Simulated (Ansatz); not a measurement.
# Computed properties of NaF

```
CELL_PARAMETERS angstrom
0.00000 2.32330 2.32330
2.32330 0.00000 2.32330
2.32330 2.32330 0.00000
ATOMIC_POSITIONS crystal
Na 0.00000 0.00000 0.00000
F 0.50000 0.50000 0.50000
```

Atoms are numbered in the order listed.

The geometry is COD entry 9007459, unchecked; take it as a test cell.

Levels of theory: DFT, LDA, all-electron LAPW, scalar-relativistic (Ansatz 0.2.0); DFT, LDA, PAW with Ansatz's default frozen-core files, scalar-relativistic (Ansatz 0.2.0).

For LAPW: a Γ-centred 10×10×10 k mesh, Fermi–Dirac smearing of 0.02 eV, basis error target 0.5 meV/atom, no spin polarisation. PAW takes a cutoff of 420 eV at this cell (files made with PBE, cores remade for this functional). The Ansatz runs share mesh, smearing and spin set-up. Values come from LAPW unless marked.

```
Löwdin charges (with 0.05 e of the cell spilling out of the atomic basis, so their sizes and signs hang on that basis) : Na1 0.77, F2 -0.72 e
Band gap                                                                                                               : 5.92 eV, direct at Γ
Volume per atom                                                                                                        : 84.6 bohr³
```

(1) Predict this quantity. Pressure at this cell.

(2) Bader charges (from the PAW run): what does the calculation give?

Results:

(1) -46.1 kbar.

(2) Na1 +0.87, F2 -0.87 e.
